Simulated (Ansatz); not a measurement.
The system is CdSe (Cadmoselite).

```xyz
4
Lattice="4.3000 0.0000 0.0000 -2.1500 3.7239 0.0000 0.0000 0.0000 7.0200" Properties=species:S:1:pos:R:3 pbc="T T T"
Cd    2.1500    1.2413    3.5100
Cd    0.0000    2.4826    0.0000
Se    2.1500    1.2413    6.2127
Se    0.0000    2.4826    2.7027
```

Program: Ansatz 0.2.0. Alike in all runs: potentials or basis Ansatz PAW; cell as given. Hardware: 2 threads of Intel(R) Xeon(R) Processor @ 2.50GHz (Skylake/Cascade Lake) (shared host).

Order these runs on this cell by their wall time, lowest first.
A. task band structure; level r2SCAN; spin off; k mesh 7 × 7 × 4; cutoff (eV) 500; smearing fermi-dirac 0.05 eV; points for each segment of the path 14
B. task band structure; level PBEsol; spin SOC, no magnetisation; k mesh 5 × 5 × 3; cutoff (eV) 420; smearing fermi-dirac 0.05 eV; points for each segment of the path 14
C. task single point; level PBE; spin off; k mesh 7 × 7 × 4; cutoff (eV) 420; smearing gaussian 0.05 eV

C (11 s), A (56 s), B (190 s).
